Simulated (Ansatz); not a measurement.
**CO₂: field gradients at two levels of theory**

Cell: a Materials Project structure (computed, not necessarily an observed phase).

Space group P4_2/mnm (No. 136); a = 4.2272, c = 4.6878 Å.

| site | Wyckoff | site symmetry | x | y | z |
| --- | --- | --- | --- | --- | --- |
| C | 2a | m.mm | 0.5000 | 0.5000 | 0.5000 |
| O | 4f | m.2m | 0.3048 | 0.6952 | 0.5000 |

One atom of each set is listed.

First run. All values are calculated (Ansatz; DFT, PBE, plane waves and PAW, scalar-relativistic, 420 eV cutoff, Γ-centred 8×8×7 k-points, Fermi–Dirac smearing 0.01 eV), not measured.

```
site  V_zz (10²¹ V/m²)     η
   C             -2.91  0.05
   O              7.18  0.05
```

Second run. The same atoms and settings, except that the functional is r2SCAN and the cutoff is 500 eV.

(1) Given the first result, estimate the second.

## Answers

(1) 

```tsv
site	V_zz	η	change of V_zz
C	-3.53	0.04	-0.62
O	7.75	0.05	+0.57
```

The largest change of V_zz is on C, from -2.91 to -3.53. In per cent, |V_zz| changes by +21 on C, +8 on O (all sites that start above 0.5).

For the second run: The largest force is 0.7 eV/Å, so the atoms aren't at the calculated equilibrium and relaxing them would move these values.
